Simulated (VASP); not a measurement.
# BN (F-43m) in VASP: further runs, part 2 of 3

VASP 6.6.1. Earlier steps stand in the parts before.

## (3) G0W0 quasiparticle levels, PBE

Contents of POSCAR:

```
BN
1.0
    0.0000000000      1.8130010000      1.8130010000
    1.8130010000      0.0000000000      1.8130010000
    1.8130010000      1.8130010000      0.0000000000
N B
1 1
Direct
    0.2500000000      0.2500000000      0.2500000000
    0.0000000000      0.0000000000      0.0000000000
```

Contents of INCAR.step1:

```
SYSTEM = BN
ALGO = Normal ; EDIFF = 1E-8
ENCUT = 450 ; GGA = PE
ISMEAR = 0 ; LASPH = .TRUE.
LCHARG = .FALSE. ; LREAL = .FALSE.
LWAVE = .TRUE. ; NELM = 100
PREC = Accurate ; SIGMA = 0.01
```

Contents of INCAR.step2:

```
SYSTEM = BN
ALGO = Exact ; EDIFF = 1E-8
ENCUT = 450 ; GGA = PE
ISMEAR = 0 ; ISTART = 1
LASPH = .TRUE. ; LCHARG = .FALSE.
LOPTICS = .TRUE. ; LREAL = .FALSE.
LWAVE = .TRUE. ; NBANDS = 32
NELM = 1 ; PREC = Accurate
SIGMA = 0.01
```

Contents of INCAR.step3:

```
SYSTEM = BN
ALGO = EVGW0 ; EDIFF = 1E-8
ENCUT = 450 ; ENCUTGW = 75
GGA = PE ; ISMEAR = 0
ISTART = 1 ; LASPH = .TRUE.
LCHARG = .FALSE. ; LREAL = .FALSE.
LWAVE = .FALSE. ; NBANDS = 32
NBANDSGW = 12 ; NELMGW = 1
NOMEGA = 48 ; PREC = Accurate
PRECFOCK = Fast ; SIGMA = 0.01
```

Contents of KPOINTS:

```
k-points
0
G
  3 3 3
  0 0 0
```

Potentials or basis: VASP PAW PBE potentials, release 64 (N_GW, B_GW).

The run is started by

```console
> cat potpaw_PBE.64/N_GW/POTCAR potpaw_PBE.64/B_GW/POTCAR > POTCAR
> cp INCAR.step1 INCAR
> mpirun -np 1 vasp_std > vasp.out
> cp INCAR.step2 INCAR
> mpirun -np 1 vasp_std > vasp.out
> cp INCAR.step3 INCAR
> mpirun -np 1 vasp_std > vasp.out
```

OUTCAR:

```text
SYSTEM = BN
   EDIFF = 1E-8
   ENCUT = 450
   ENCUTGW = 75
   GGA = PE
   ISMEAR = 0
   ISTART = 1
   LASPH = .TRUE.
   LREAL = .FALSE.
   NELMGW = 1
   PREC = Accurate
   PRECFOCK = Fast

 Found      4 irreducible k-points:

 Following reciprocal coordinates:
            Coordinates               Weight
  0.000000  0.000000  0.000000      1.000000
  0.333333  0.000000  0.000000      8.000000
  0.333333  0.333333  0.000000      6.000000
 -0.333333  0.333333  0.000000     12.000000
   k-points           NKPTS =      4   k-points in BZ     NKDIM =     27   number of bands    NBANDS=     32
   number of dos      NEDOS =    301   number of ions     NIONS =      2
   total plane-waves  NPLWV =   5832
   dimension x,y,z NGX =    18 NGY =   18 NGZ =   18
   dimension x,y,z NGXF=    36 NGYF=   36 NGZF=   36
   ions per type =               1   1
   NGX,Y,Z   is equivalent  to a cutoff of  11.67, 11.67, 11.67 a.u.
   NGXF,Y,Z  is equivalent  to a cutoff of  23.34, 23.34, 23.34 a.u.
 SYSTEM =  BN
   PREC   = accura    normal or accurate (medium, high low for compatibility)
   ISTART =      1    job   : 0-new  1-cont  2-samecut
   ICHARG =      0    charge: 1-file 2-atom 10-const
   ISPIN  =      1    spin polarized calculation?
   LNONCOLLINEAR =      F non collinear calculations
   LSORBIT =      F    spin-orbit coupling
   LASPH  =      T    aspherical Exc in radial PAW
   ENCUT  =  450.0 eV  33.07 Ry    5.75 a.u.   4.43  4.43  4.43*2*pi/ulx,y,z
   NELM   =     60;   NELMIN=  2; NELMDL=  0     # of ELM steps
   EDIFF  = 0.1E-07   stopping-criterion for ELM
   LREAL  =      F    real-space projection
   EDIFFG = 0.1E-06   stopping-criterion for IOM
   NSW    =      0    number of steps for IOM
   IBRION =     -1    ionic relax: 0-MD 1-quasi-New 2-CG
   NFREE  =      0    steps in history (QN), initial steepest desc. (CG)
   ISIF   =      0    stress and relaxation
   ISYM   =      3    0-nonsym 1-usesym 2-fastsym
   POTIM  = 0.5000    time-step for ionic-motion
   TEBEG  =    0.0;   TEEND  =   0.0 temperature during run
   PSTRESS=    0.0 pullay stress
   NELECT =       8.0000    total number of electrons
   NUPDOWN=      -1.0000    fix difference up-down
   EMIN   =  10.00;   EMAX   =-10.00  energy-range for DOS
   EFERMI =   0.00;   METHOD = LEGACY
   ISMEAR =     0;   SIGMA  =   0.01  broadening in eV -4-tet -1-fermi 0-gaus
   EFERMI_NEDOS =   21; number of points for ismear=-14 and -15
   IALGO  =     38    algorithm
   IMIX   =      4    mixing-type and parameters
     AMIX     =   0.40;   BMIX     =  1.00
     AMIX_MAG =   1.60;   BMIX_MAG =  1.00
  volume/ion in A,a.u.               =       5.96        40.22
  Fermi-wavevector in a.u.,A,eV,Ry     =   1.433387  2.708709 27.954506  2.054598
  Thomas-Fermi vector in A             =   2.552911
   LORBIT       =      0    0 simple, 1 ext, 2 COOP (PROOUT), +10 PAW based schemes
   GGA     = PE    functional components
   LHFCALC =     T    Hartree Fock is set to
   PRECFOCK=fast      Normal, Fast or Accurate (Low or Medium for compatibility)
   ENCUT4O =  -1.0   cutoff for four orbital integrals eV
   NKREDX  =     1    reduce k-point grid by
   NKREDY  =     1    reduce k-point grid by
   NKREDZ  =     1    reduce k-point grid by
   AEXX    =    1.0000 exact exchange contribution
   HFSCREEN=    0.0000 screening length (either q_TF or 0.3 A-1)
   HFSCREENC=   0.0000 screening length for correlation (either q_TF or 0.3 A-1)
   ENCUTFOCK=  -1.0 apply spherical cutoff to Coloumb kernel
   IVDW    =     0    specifies the selected vdW correction
   LEPSILON=     F    determine dielectric tensor
   LRPA    =     F    only Hartree local field effects (RPA)
   LRPAFORCE           =     F    calculate RPA forces
   ENCUTGW             =  75.0    cutoff for response function in eV
   ENCUTGWSOFT         =  60.0    soft cutoff for Coulomb kernel in GW response function in eV
   ENCUTLF             =  -1.0    cutoff for local field effects
   NELMGW              =     1    number of iterations in solving QP/BSE equation
   NELMHF              =     1    number of iterations in the inner HF iteration
   NKREDLFX            =     1    NKREDLFY  =   1   NKREDLFZ  =   1
 non-spin polarized calculation
 Gauss-broadening in eV      SIGMA  =   0.01
  energy-cutoff  :      450.00
  volume of cell :       11.92
 maximum number of plane-waves:       259
 NGX is ok and might be reduce to    18
  NGX = 12; NGY = 12; NGZ = 12
   NGX =  9   NGY =  9   NGZ =  9
 maximum number of plane-waves:        22
 NGX is ok and might be reduce to    10

 QP shifts <psi_nk| G(iteration)W_0 |psi_nk>: iteration 1
 for sc-GW calculations column KS-energies equals QP-energies in previous step
 and V_xc(KS)=  KS-energies - (<T + V_ion + V_H > + <T+V_H+V_ion>^1  + <V_x>^1)

 k-point   1 :       0.0000    0.0000    0.0000
  band No.  KS-energies  QP-energies   sigma(KS)   V_xc(KS)     V^pw_x(r,r')   Z            occupation Imag(sigma)

      1     -12.7045     -14.4167     -17.6319     -15.4437     -26.3915       0.7825       2.0000       1.4475
      2       7.4800       7.2093     -18.5864     -18.2590     -22.3910       0.8270       2.0000       0.1146
      3       7.4800       7.2093     -18.5864     -18.2590     -22.3910       0.8270       2.0000       0.1146
      4       7.4800       7.2093     -18.5864     -18.2590     -22.3910       0.8270       2.0000       0.1146
      5      16.1541      17.6723     -11.9077     -13.7408      -6.6858       0.8282       0.0000      -0.1330
      6      16.1541      17.6723     -11.9077     -13.7408      -6.6858       0.8282       0.0000      -0.1330
      7      16.1541      17.6723     -11.9077     -13.7408      -6.6858       0.8282       0.0000      -0.1330
      8      17.6446      18.8989     -13.8478     -15.3925      -8.0853       0.8120       0.0000      -0.1617
      9      31.9542      32.6216     -10.5206     -11.3463      -3.2201       0.8083       0.0000      -0.6682
     10      35.0433      36.4564     -11.5643     -13.2558      -5.3479       0.8354       0.0000      -0.5497
     11      35.0433      36.4564     -11.5643     -13.2558      -5.3479       0.8354       0.0000      -0.5497
     12      35.6373      36.4420     -10.0116     -10.9827      -2.9663       0.8286       0.0000      -0.8476
[... 36 lines left out ...]
      1      -7.3843      -8.7090     -18.9501     -17.2314     -26.7577       0.7708       2.0000       0.7988
      2      -0.9236      -2.0450     -16.4133     -14.9926     -21.3312       0.7893       2.0000       0.2403
      3       0.1065      -0.9726     -16.7491     -15.3973     -21.5376       0.7983       2.0000       0.2098
      4       3.9902       3.3413     -17.5139     -16.7145     -21.7092       0.8118       2.0000       0.1461
      5      15.2084      16.2229     -11.8682     -13.0861      -6.8133       0.8331       0.0000      -0.1287
      6      21.7399      23.5440     -13.7432     -15.9843      -7.8310       0.8050       0.0000      -0.2097
      7      21.9107      23.8771     -12.8883     -15.3419      -6.6763       0.8014       0.0000      -0.2274
      8      23.3440      25.2569     -13.1083     -15.5300      -6.4707       0.7899       0.0000      -0.2807
      9      25.4984      26.8210     -11.7360     -13.3611      -5.6086       0.8138       0.0000      -0.2593
     10      32.3255      33.4812     -10.9666     -12.3564      -4.7162       0.8315       0.0000      -0.5051
     11      34.0402      35.8471     -11.9193     -14.2195      -4.1780       0.7855       0.0000      -0.7975
     12      42.0541      43.1126     -10.2818     -11.5505      -2.9540       0.8343       0.0000      -1.2423
```

OUTCAR.step2:

```text
SYSTEM = BN
   EDIFF = 1E-8
   ENCUT = 450
   GGA = PE
[... 519 lines left out ...]
  --------------------------------------------------------------------------------------------------------------
     0.00000     6.34640     6.34640     6.34640    -0.00000     0.00000    -0.00000
     1.42144     6.43444     6.43444     6.43444    -0.00000     0.00000    -0.00000
     2.84287     6.72267     6.72267     6.72267    -0.00000     0.00000    -0.00000
     4.26431     7.29059     7.29059     7.29059    -0.00000     0.00000    -0.00000
     5.68574     8.35653     8.35653     8.35653    -0.00000     0.00000    -0.00000
     7.10718    10.67884    10.67884    10.67884    -0.00000     0.00000    -0.00000
[... 92 lines left out ...]
   139.30066     0.94679     0.94679     0.94679     0.00000    -0.00000     0.00000
   140.72209     0.94793     0.94793     0.94793     0.00000    -0.00000     0.00000
```

Run time: 5.7 s. Hardware: 1 thread of Intel Xeon Platinum 8488C (Sapphire Rapids), shared host; peak memory 0.11 GiB.

These settings aren't checked as converged: the numbers below hold their error.

What came out:

| Item | Value |
| --- | --- |
| Band gap on the k mesh, mean-field level | 5.58 eV, indirect (least direct gap 8.67 eV) |
| Quasiparticle gap | 6.75 eV |
| Least direct quasiparticle gap | 10.46 eV |

Caveat: the k mesh is coarse (spacing up to 1.00 Å⁻¹), so the values aren't converged; bands, screening cutoff and mesh are small and nothing is extrapolated, so the quasiparticle values aren't converged; an odd mesh through Γ misses points on the zone boundary, where band edges often lie.

(Part 2 of 3 ends here.)
